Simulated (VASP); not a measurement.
# AgCl (Fm-3m) in VASP: a series of runs

AgCl is run at these levels: PBEsol; tasks: single point, relaxation of cell and atoms.

Program: VASP 6.6.1. These are calculated values, not measurements. Logs are shortened: lines on timing, memory, paths and dates and some standing lists are left out, and cuts for length are marked.

**Measured values to compare with.**

From a printed reference work, data compilation, for a bulk crystal of AgCl: band gap 3.249 eV (indirect).

The results are compared with them further down.

## Step 1: The cell of the first run

Symmetry: Fm-3m, No. 225, cubic system. Conventional cell: a = 5.470 Å, b = 5.470 Å, c = 5.470 Å, α = 90.00°, β = 90.00°, γ = 90.00°. Ag (site symmetry m-3m) has 6 Cl at 2.73 Å within 3.6 Å. Cl (site symmetry m-3m) has 6 Ag at 2.73 Å within 3.6 Å.

## Step 2: Single point, PBEsol

The input, INCAR:

```
PREC = Accurate
ENCUT = 520
EDIFF = 1E-6
ISMEAR = 0
SIGMA = 0.1
LREAL = False
LASPH = True
NELM = 100
ALGO = Normal
ISIF = 2
LWAVE = False
LCHARG = False
GGA = PS
NBANDS = 16
```

The input, KPOINTS:

```
Automatic mesh
0
Gamma
  6 6 6
```

The input, POSCAR:

```
AgCl
1.0
    0.0000000000      2.7350000000      2.7350000000
    2.7350000000      0.0000000000      2.7350000000
    2.7350000000      2.7350000000      0.0000000000
Ag Cl
1 1
Direct
    0.0000000000      0.0000000000      0.0000000000
    0.5000000000      0.5000000000      0.5000000000
```

Potentials or basis: VASP PAW PBE potentials, release 64 (Ag, Cl).

Started as:

```bash
$ cat potpaw_PBE.64/Ag/POTCAR potpaw_PBE.64/Cl/POTCAR > POTCAR
$ mpirun -np 1 vasp_std > vasp.out
```

OUTCAR:

```text
PREC = Accurate
   ENCUT = 520
   EDIFF = 1E-6
   ISMEAR = 0
   LREAL = False
   LASPH = True
   NELM = 100
   ISIF = 2
   GGA = PS

 ion  position               nearest neighbor table
   1  0.000  0.000  0.000-   2 2.73   2 2.73   2 2.73   2 2.73   2 2.73   2 2.73
   2  0.500  0.500  0.500-   1 2.73   1 2.73   1 2.73   1 2.73   1 2.73   1 2.73

  LATTYP: Found a face centered cubic cell.
 ALAT       =     5.4700000000

  Lattice vectors:

 A1 = (   0.0000000000,   2.7350000000,   2.7350000000)
 A2 = (   2.7350000000,   0.0000000000,   2.7350000000)
 A3 = (   2.7350000000,   2.7350000000,   0.0000000000)

Analysis of symmetry for initial positions (statically):
=====================================================================
 Subroutine PRICEL returns:
 Original cell was already a primitive cell.

 Routine SETGRP: Setting up the symmetry group for a
 face centered cubic supercell.

 Subroutine GETGRP returns: Found 48 space group operations
 (whereof 48 operations were pure point group operations)
 out of a pool of 48 trial point group operations.

The static configuration has the point symmetry O_h .

Analysis of symmetry for dynamics (positions and initial velocities):
=====================================================================
 Subroutine PRICEL returns:
 Original cell was already a primitive cell.

 Routine SETGRP: Setting up the symmetry group for a
 face centered cubic supercell.

 Subroutine GETGRP returns: Found 48 space group operations
 (whereof 48 operations were pure point group operations)
 out of a pool of 48 trial point group operations.

The dynamic configuration has the point symmetry O_h .

 Subroutine INISYM returns: Found 48 space group operations
 (whereof 48 operations are pure point group operations),
 and found     1 'primitive' translations

----------------------------------------------------------------------------------------

                                     Primitive cell

  volume of cell :      40.9168

  direct lattice vectors                    reciprocal lattice vectors
     0.000000000  2.735000000  2.735000000    -0.182815356  0.182815356  0.182815356
     2.735000000  0.000000000  2.735000000     0.182815356 -0.182815356  0.182815356
     2.735000000  2.735000000  0.000000000     0.182815356  0.182815356 -0.182815356

  length of vectors
     3.867874093  3.867874093  3.867874093     0.316645486  0.316645486  0.316645486

  position of ions in fractional coordinates (direct lattice)
     0.000000000  0.000000000  0.000000000
[... 70 lines left out ...]
   LREAL  =      F    real-space projection
   EDIFFG = 0.1E-04   stopping-criterion for IOM
   NSW    =      0    number of steps for IOM
   IBRION =     -1    ionic relax: 0-MD 1-quasi-New 2-CG
   NFREE  =      0    steps in history (QN), initial steepest desc. (CG)
   ISIF   =      2    stress and relaxation
   ISYM   =      2    0-nonsym 1-usesym 2-fastsym
   POTIM  = 0.5000    time-step for ionic-motion
   TEBEG  =    0.0;   TEEND  =   0.0 temperature during run
   PSTRESS=    0.0 pullay stress
   NELECT =      18.0000    total number of electrons
   NUPDOWN=      -1.0000    fix difference up-down
   EMIN   =  10.00;   EMAX   =-10.00  energy-range for DOS
   EFERMI =   0.00;   METHOD = LEGACY
   ISMEAR =     0;   SIGMA  =   0.10  broadening in eV -4-tet -1-fermi 0-gaus
   EFERMI_NEDOS =   21; number of points for ismear=-14 and -15
   IALGO  =     38    algorithm
   IMIX   =      4    mixing-type and parameters
     AMIX     =   0.40;   BMIX     =  1.00
     AMIX_MAG =   1.60;   BMIX_MAG =  1.00
  volume/ion in A,a.u.               =      20.46       138.06
  Fermi-wavevector in a.u.,A,eV,Ry     =   1.245083  2.352866 21.092186  1.550232
  Thomas-Fermi vector in A             =   2.379321
   LORBIT       =      0    0 simple, 1 ext, 2 COOP (PROOUT), +10 PAW based schemes
   GGA     = PS    functional components
   LHFCALC =     F    Hartree Fock is set to
   AEXX    =    0.0000 exact exchange contribution
   IVDW    =     0    specifies the selected vdW correction
   LEPSILON=     F    determine dielectric tensor
   LRPA    =     F    only Hartree local field effects (RPA)
 non-spin polarized calculation
 Gauss-broadening in eV      SIGMA  =   0.10
  energy-cutoff  :      520.00
  volume of cell :       40.92
 maximum number of plane-waves:      1113
 NGX is ok and might be reduce to    30

 number of electron      18.0000002 magnetization

 Free energy of the ion-electron system (eV)
  ---------------------------------------------------
  ext. energy  EPLUGINS =         0.00000000
  ---------------------------------------------------
  free energy    TOTEN  =        -6.05920162 eV

  energy without entropy =       -6.05920162  energy(sigma->0) =       -6.05920162

 E-fermi :   4.6281     XC(G=0): -10.4340

 val. band max:        4.2529815222   @ k =   0.5000   0.0000   0.0000
 cond. band min:       4.9753161165   @ k =   0.0000   0.0000   0.0000
 fundamental gap:      0.7223345943
 Fermi energy:         4.6281483912

 k-point     1 :       0.0000    0.0000    0.0000
  band No.  band energies     occupation
      1     -11.1768      2.00000
      2       1.5995      2.00000
      3       1.5995      2.00000
      4       1.5995      2.00000
      5       1.6417      2.00000
      6       1.6417      2.00000
[... 281 lines left out ...]
      3      -0.0710      2.00000
      4       0.2168      2.00000
      5       1.8936      2.00000
      6       2.1509      2.00000
[... 8 lines left out ...]
     15      18.5497      0.00000
     16      19.3940      0.00000

------------------------ aborting loop because EDIFF is reached ----------------------------------------

  FORCE on cell =-STRESS in cart. coord.  units (eV):
  Direction    XX          YY          ZZ          XY          YZ          ZX
  --------------------------------------------------------------------------------------
  -------------------------------------------------------------------------------------
  Total       -0.1963334     -0.1963334     -0.1963334      0.0000000      0.0000000     -0.0000000
  in kB       -7.6878129     -7.6878129     -7.6878129      0.0000000      0.0000000     -0.0000000
  external PRESSURE =      -7.6878129 kB  Pullay stress =       0.0000000 kB

 VOLUME and BASIS-vectors are now :
 -----------------------------------------------------------------------------
  energy-cutoff  :      520.00
  volume of cell :       40.92
      direct lattice vectors                 reciprocal lattice vectors
     0.000000000  2.735000000  2.735000000    -0.182815356  0.182815356  0.182815356
     2.735000000  0.000000000  2.735000000     0.182815356 -0.182815356  0.182815356
     2.735000000  2.735000000  0.000000000     0.182815356  0.182815356 -0.182815356

 POSITION                                       TOTAL-FORCE (eV/Angst)
 -----------------------------------------------------------------------------------
      0.00000      0.00000      0.00000        -0.000000      0.000000      0.000000
      2.73500      2.73500      2.73500         0.000000      0.000000      0.000000
 -----------------------------------------------------------------------------------
    total drift:                               -0.000000      0.000000      0.000000

  FREE ENERGIE OF THE ION-ELECTRON SYSTEM (eV)
  ---------------------------------------------------
  free  energy   TOTEN  =        -6.0592016196 eV

  energy  without entropy=       -6.0592016164  energy(sigma->0) =       -6.05920162
```

OSZICAR:

```text
N       E                     dE             d eps       ncg     rms          rms(c)
DAV:   1     0.995400103422E+02    0.99540E+02   -0.86738E+03   536   0.102E+03
DAV:   2    -0.271857228162E+01   -0.10226E+03   -0.94638E+02   640   0.225E+02
DAV:   3    -0.619528069479E+01   -0.34767E+01   -0.34699E+01   664   0.432E+01
DAV:   4    -0.621931305109E+01   -0.24032E-01   -0.24031E-01   624   0.380E+00
DAV:   5    -0.621961778062E+01   -0.30473E-03   -0.30473E-03   640   0.424E-01    0.721E+00
DAV:   6    -0.606354554403E+01    0.15607E+00   -0.27865E-01   632   0.707E+00    0.469E+00
DAV:   7    -0.606057267420E+01    0.29729E-02   -0.65891E-02   608   0.170E+00    0.205E+00
DAV:   8    -0.605920652688E+01    0.13661E-02   -0.36855E-03   592   0.629E-01    0.303E-01
DAV:   9    -0.605917501177E+01    0.31515E-04   -0.38424E-04   664   0.252E-01    0.426E-02
DAV:  10    -0.605919856348E+01   -0.23552E-04   -0.35119E-05   592   0.553E-02    0.128E-02
DAV:  11    -0.605920161735E+01   -0.30539E-05   -0.25062E-06   664   0.126E-02    0.242E-03
DAV:  12    -0.605920161960E+01   -0.22515E-08   -0.23414E-07   312   0.341E-03
   1 F= -.60592016E+01 E0= -.60592016E+01  d E =-.316624E-08
```

Run time: 12 s. Hardware: 1 thread of AMD EPYC 7R43 (Zen 3), shared host; peak memory 0.12 GiB.

What came out:

```yaml
Free_energy: -6.0592 eV
Pressure: -0.8 GPa
Band_gap_on_the_k_mesh: 0.72 eV, indirect (least direct gap 3.23 eV)
```

Caveat: the PAW data sets were made with another functional, which shifts forces and pressure a little.

## Step 3: Single point, PBEsol

This run uses another cell than the first one, of 20.21 Å³/atom, 0.988 times its volume.

The input, INCAR:

```
  ALGO = Normal
  EDIFF = 1E-6
  ENCUT = 520
  GGA = PS
  ISIF = 2
  ISMEAR = 0
  LASPH = T
  LCHARG = F
  LREAL = F
  LWAVE = F
  NBANDS = 16
  NELM = 100
  PREC = Accurate
  SIGMA = 0.02
```

The input, KPOINTS:

```
k-points
0
Gamma
  8 8 8
```

The input, POSCAR:

```
AgCl
1.0
    0.0000000000      2.7237609006      2.7237609006
    2.7237609006      0.0000000000      2.7237609006
    2.7237609006      2.7237609006      0.0000000000
Ag Cl
1 1
Direct
    0.0000000000      0.0000000000      0.0000000000
    0.5000000000      0.5000000000      0.5000000000
```

Potentials or basis: VASP PAW PBE potentials, release 64 (Ag, Cl).

Started as:

```bash
$ cat potpaw_PBE.64/Ag/POTCAR potpaw_PBE.64/Cl/POTCAR > POTCAR
$ mpirun -np 1 vasp_std > vasp.out
```

It took 16 s on 1 thread of Intel Xeon Platinum 8259CL at 2.50GHz (Skylake/Cascade Lake), shared host; peak memory 0.17 GiB.

It converged, with:

```
Free energy            : -6.0611 eV
Pressure               : -0.1 GPa
Band gap on the k mesh : 0.72 eV, indirect (least direct gap 3.22 eV)
```

Levels at points of the mesh, in eV from the valence-band top:
```
           k point  band 6  band 7  band 8  band 9  band 10  band 11  band 12  band 13
(0.00, 0.00, 0.00)   -2.67   -2.56   -2.56   -2.56     0.72    10.73    10.73    10.73
(0.50, 0.00, 0.00)   -2.28   -1.94    0.00    0.00     3.88     6.74     7.42     7.42
(0.50, 0.50, 0.00)   -2.45   -2.14   -2.14   -2.02     2.14     7.78     8.64    11.63
```

Caveat: the PAW data sets were made with another functional, which shifts forces and pressure a little.

## Step 4: Relaxation of cell and atoms, PBEsol

The input, INCAR:

```
SYSTEM = AgCl
PREC = Accurate
ENCUT = 600
EDIFF = 1E-7
ISMEAR = 0
SIGMA = 0.02
LREAL = .False.
LASPH = .True.
NELM = 100
ALGO = Normal
ISIF = 3
LWAVE = .False.
LCHARG = .False.
GGA = PS
IBRION = 2
NSW = 100
EDIFFG = -0.005
```

The input, KPOINTS:

```
regular mesh
0
Gamma
  8 8 8
  0 0 0
```

The input, POSCAR:

```
AgCl
1.0
    0.0000000000      2.7350000000      2.7350000000
    2.7350000000      0.0000000000      2.7350000000
    2.7350000000      2.7350000000      0.0000000000
Ag Cl
1 1
Direct
    0.0000000000      0.0000000000      0.0000000000
    0.5000000000      0.5000000000      0.5000000000
```

Started as:

```bash
$ cat potpaw_PBE.64/Ag/POTCAR potpaw_PBE.64/Cl/POTCAR > POTCAR
$ mpirun -np 1 vasp_std > vasp.out
```

Run time: 21 s. Hardware: 1 thread of Intel Xeon Platinum 8259CL at 2.50GHz (Skylake/Cascade Lake), shared host; peak memory 0.19 GiB.

Results (log left out):

| Item | Value |
| --- | --- |
| Free energy | -6.0615 eV |
| Relaxed volume | 20.18 Å³/atom |
| Relaxed cell | a = 3.850 Å, b = 3.850 Å, c = 3.850 Å, α = 60.00°, β = 60.00°, γ = 60.00° |
| Space group after relaxing (to 0.05 Å) | Fm-3m (No. 225) |
| Energy gained by relaxing | 0.6 meV/atom |
| Ionic steps | 2 |
| Pressure after relaxing | 0.0 GPa |
| Band gap on the k mesh | 0.72 eV, indirect (least direct gap 3.23 eV) |

The path:
| step | energy change (eV) | largest force (eV/Å) | pressure (GPa) | volume (Å³) |
| --- | --- | --- | --- | --- |
| 1 | 0.0000 | 0.0000 | -0.74 | 40.92 |
| 2 | -0.0013 | 0.0000 | 0.01 | 40.36 |

Final structure:
```
CELL_PARAMETERS angstrom
0.00000 2.72247 2.72247
2.72247 0.00000 2.72247
2.72247 2.72247 0.00000
ATOMIC_POSITIONS crystal
Ag 0.00000 0.00000 0.00000
Cl 0.50000 0.50000 0.50000
```

Levels at points of the mesh, in eV from the valence-band top:
| k point | band 7 | band 8 | band 9 | band 10 | band 11 | band 12 |
| --- | --- | --- | --- | --- | --- | --- |
| (0.00, 0.00, 0.00) | -2.57 | -2.57 | -2.57 | 0.72 | 10.72 | 10.72 |
| (0.50, 0.00, 0.00) | -1.94 | 0.00 | 0.00 | 3.88 | 6.75 | 7.42 |
| (0.50, 0.50, 0.00) | -2.15 | -2.15 | -2.02 | 2.14 | 7.78 | 8.64 |

Caveat: the PAW data sets were made with another functional, which shifts forces and pressure a little.

## Step 5: Single point, PBEsol

This run uses another cell than the first one: it holds 4 atoms, not 2.

The input, INCAR:

```
SYSTEM = AgCl
PREC     = Accurate       ! precision mode
ENCUT    = 520            ! plane-wave cutoff, eV
EDIFF    = 1E-7           ! SCF threshold, eV
ISMEAR   = 0              ! smearing method
SIGMA    = 0.05           ! smearing width, eV
LREAL    = .FALSE.        ! projectors in reciprocal space
LASPH    = .TRUE.         ! aspherical terms in the spheres
NELM     = 100            ! most SCF steps
ALGO     = Normal         ! electronic algorithm
ISIF     = 2              ! what is computed and relaxed
LWAVE    = .FALSE.        ! write WAVECAR
LCHARG   = .FALSE.        ! write CHGCAR
GGA      = PS             ! functional
NBANDS   = 26             ! bands
```

The input, KPOINTS:

```
Automatic mesh
0
G
  8 6 8
  0 0 0
```

The input, POSCAR:

```
AgCl
1.0
    3.8519796063      0.0000000000      0.0000000000
    0.0000000000      5.4475218012      0.0000000000
    0.0000000000      0.0000000000      3.8519796063
Ag Cl
2 2
Direct
    0.0000000000      0.0000000000      0.0000000000
    0.5000000000      0.5000000000      0.5000000000
    0.0000000000      0.5000000000      0.0000000000
    0.5000000000      0.0000000000      0.5000000000
```

Started as:

```bash
$ cat potpaw_PBE.64/Ag/POTCAR potpaw_PBE.64/Cl/POTCAR > POTCAR
$ mpirun -np 1 vasp_std > vasp.out
```

Run time: 82 s. Hardware: 1 thread of Intel Xeon Platinum 8259CL at 2.50GHz (Skylake/Cascade Lake), shared host; peak memory 0.25 GiB.

Results (log left out):

| Item | Value |
| --- | --- |
| Free energy | -12.1222 eV |
| Pressure | -0.1 GPa |
| Band gap on the k mesh | 0.72 eV |

Levels at points of the mesh, in eV from the valence-band top:
| k point | band 15 | band 16 | band 17 | band 18 | band 19 | band 20 | band 21 | band 22 |
| --- | --- | --- | --- | --- | --- | --- | --- | --- |
| (0.00, 0.00, 0.00) | -2.45 | -2.14 | -2.14 | -2.02 | 0.72 | 2.14 | 7.78 | 8.64 |
| (0.50, 0.00, 0.00) | -1.81 | -1.81 | -0.08 | -0.08 | 4.96 | 4.96 | 5.81 | 5.81 |
| (0.00, 0.50, 0.00) | -1.94 | -1.94 | -1.49 | -1.49 | 3.42 | 3.42 | 7.24 | 7.24 |
| (0.50, 0.50, 0.00) | 0.00 | 0.00 | 0.00 | 0.00 | 3.88 | 3.88 | 6.74 | 6.74 |
| (0.50, 0.00, 0.50) | -2.14 | -2.14 | -2.02 | -2.02 | 2.14 | 2.14 | 7.78 | 7.78 |
| (0.50, 0.50, 0.50) | -2.13 | -2.13 | -1.35 | -1.35 | 4.17 | 4.17 | 7.74 | 7.74 |

Caveat: the PAW data sets were made with another functional, which shifts forces and pressure a little.

## Step 6: The runs side by side

```csv
task,cell,k mesh,cutoff (eV),smearing,gap on the mesh (eV),pressure (GPa)
single point,"a = 3.868 Å, angles 60.0°, 2 atoms",6 × 6 × 6,520,gaussian 0.1 eV,0.72,-0.8
single point,"a = 3.852 Å, angles 60.0°, 2 atoms",8 × 8 × 8,520,gaussian 0.02 eV,0.72,-0.1
relaxation of cell and atoms,"relaxed from a = 3.868 Å, angles 60.0°, 2 atoms",8 × 8 × 8,600,gaussian 0.02 eV,0.72,0.0
single point,"a = 3.852, b = 5.448 Å, 4 atoms",8 × 6 × 8,520,gaussian 0.05 eV,0.72,-0.1
```

Alike in all rows: level PBEsol; potentials or basis VASP PAW PBE potentials, release 64 (Ag, Cl); no spin polarisation.

Caveats: the PAW data sets were made with another functional, which shifts forces and pressure a little.

Total energies depend on the potentials used, so only differences within one code and one set of settings carry meaning.

## Step 7: Against experiment

Step 2. Measured gap of AgCl: 3.249 eV (indirect; a printed reference work, data compilation). This calculation gives 0.72 eV (-2.53 eV). So large a miss can be the level of theory's own, or it may mean another phase, state or a wrong row. Spin-orbit coupling on Ag is left out. The value is that of PBEsol on a finite k mesh, which can miss the band edges, without temperature or zero-point motion. Semilocal functionals fall short of measured gaps as a rule.

Step 3. A measured gap of AgCl is 3.249 eV (indirect; a printed reference work, data compilation); the calculated 0.72 eV misses it by -2.53 eV. So large a miss can be the level of theory's own, or it may mean another phase, state or a wrong row. Spin-orbit coupling on Ag is left out. The value is that of PBEsol on a finite k mesh, which can miss the band edges, without temperature or zero-point motion. Semilocal functionals fall short of measured gaps as a rule.

Step 5. A measured gap of AgCl is 3.249 eV (indirect; a printed reference work, data compilation); the calculated 0.72 eV misses it by -2.53 eV. So large a miss can be the level of theory's own, or it may mean another phase, state or a wrong row. Spin-orbit coupling on Ag is left out. The value is that of PBEsol on a finite k mesh, which can miss the band edges, without temperature or zero-point motion. Semilocal functionals fall short of measured gaps as a rule.
